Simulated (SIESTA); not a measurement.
Runs of SIESTA 5.4.2 on MnO. The structure is cubic, space group Fm-3m (No. 225). The conventional cell has a = 4.448 Å, b = 4.448 Å, c = 4.448 Å, α = 90.00°, β = 90.00°, γ = 90.00°. Mn (site symmetry m-3m) is surrounded by 6 O at 2.22 Å. O (site symmetry m-3m) is surrounded by 6 Mn at 2.22 Å. The cell is a database's computed one.

| task | level | potentials or basis | U | cell | k mesh | hubbard projector method | U from the first cycle | force tolerance | gap on the mesh (eV) | pressure (GPa) | moment (μB) |
| --- | --- | --- | --- | --- | --- | --- | --- | --- | --- | --- | --- |
| single point | PBE | PseudoDojo 0.4 standard (PBE files), DZP (energy shift 0.003 Ry; two zetas on semicore shells) | - | as given | 7 × 7 × 7 | 1 | yes | - | none | (b) | 4.82 |
| relaxation of cell and atoms | PBEsol | PseudoDojo 0.4 standard (PBEsol files), DZP (energy shift 0.003 Ry; two zetas on semicore shells) | - | relaxed | 8 × 8 × 8 | - | - | 0.02 eV/Å | none | 0.0 | 4.63 |
| single point | PBE+U | PseudoDojo 0.4 standard (PBE files), DZP (energy shift 0.003 Ry; two zetas on semicore shells) | Mn d U = 6 eV | as given | 7 × 7 × 7 | 1 | yes | - | 0.66 | (a) | 5.00 |
| single point | PBE+U | PseudoDojo 0.4 standard (PBE files), DZP (energy shift 0.003 Ry; two zetas on semicore shells) | Mn d U = 8 eV | as given | 7 × 7 × 7 | 1 | yes | - | 0.89 | 14.6 | 5.00 |
| single point | PBE+U | PseudoDojo 0.4 standard (PBE files), DZP (energy shift 0.003 Ry; two zetas on semicore shells) | Mn d U = 4 eV | as given | 7 × 7 × 7 | 1 | yes | - | (c) | 10.2 | 5.00 |
| single point | PBE+U | PseudoDojo 0.4 standard (PBE files), DZP (energy shift 0.003 Ry; two zetas on semicore shells) | Mn d U = 2 eV | as given | 7 × 7 × 7 | 1 | yes | - | none | 7.9 | 5.00 |

Alike in all rows: spin collinear, ferromagnetic start; smearing fermi-dirac 0.05 eV; grid cutoff 800 Ry; energy shift 0.003 Ry.

Problem. Estimate the missing entries.

Solution. (a) 12.5; (b) 1.3; (c) 0.35.

Caveats: short orbitals over semicore shells can move pressures by several GPa; the basis of atomic orbitals isn't converged, which shifts pressures, moduli and gaps; a cell with one magnetic atom can't hold antiferromagnetic order, which such compounds often take; an odd mesh through Γ misses points on the zone boundary, where band edges often lie (some runs); semilocal functionals often make such compounds metallic where correlation or magnetic order opens a gap, which also shifts bond lengths (some runs).

A gap of «none» marks a metal or a gap under the smearing width.
